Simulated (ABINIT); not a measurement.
**As: single point with LDA**

The system is As.

```xyz
2
Lattice="1.8808 1.0859 3.5141 -1.8808 1.0859 3.5141 0.0000 -2.1718 3.5141" Properties=species:S:1:pos:R:3 pbc="T T T"
As    0.0000    0.0000    2.3825
As    0.0000    0.0000    8.1597
```

| Property | Result |
| --- | --- |
| Program | ABINIT 10.8.3 (patched build) |
| Task | single point |
| Functional | LDA |
| Potentials or basis | PseudoDojo NC SR LDA v0.4 stringent |
| Cutoff | 1197 eV |
| k mesh | 7 × 7 × 7 |
| Occupations | fermi-dirac, width 0.05 eV |
| Spin | no spin polarisation |

```json
{"Pressure": "-17.3 GPa", "Largest force": "0.226 eV/Å", "Band gap on the k mesh": "none (metal or under the smearing width)", "Valence electrons inside the program's atomic spheres": "As 20.30 (radii [1.0584] Å)"}
```

Forces on the atoms (eV/Å):
```
As   0.000  0.000  0.226
As   0.000  0.000 -0.226
```

Stress tensor (GPa, compression positive):
```
-17.10   0.00   0.00
  0.00 -17.10   0.00
  0.00   0.00 -17.85
```

Levels at points of the mesh, in eV from the Fermi level:
```tsv
k point	band 19	band 20	band 21	band 22	band 23	band 24	band 25	band 26	band 27	band 28
(0.00, 0.00, 0.00)	-15.06	-5.92	-2.45	-1.99	-1.99	1.63	2.91	2.91	6.98	6.98
```

It took 2.8 min on 1 thread of Arm Neoverse V2 (shared host), peak memory 0.15 GiB.

Caveat: so large a pressure means that the cell lies far from this level's equilibrium, or that cutoff or potentials fall short.
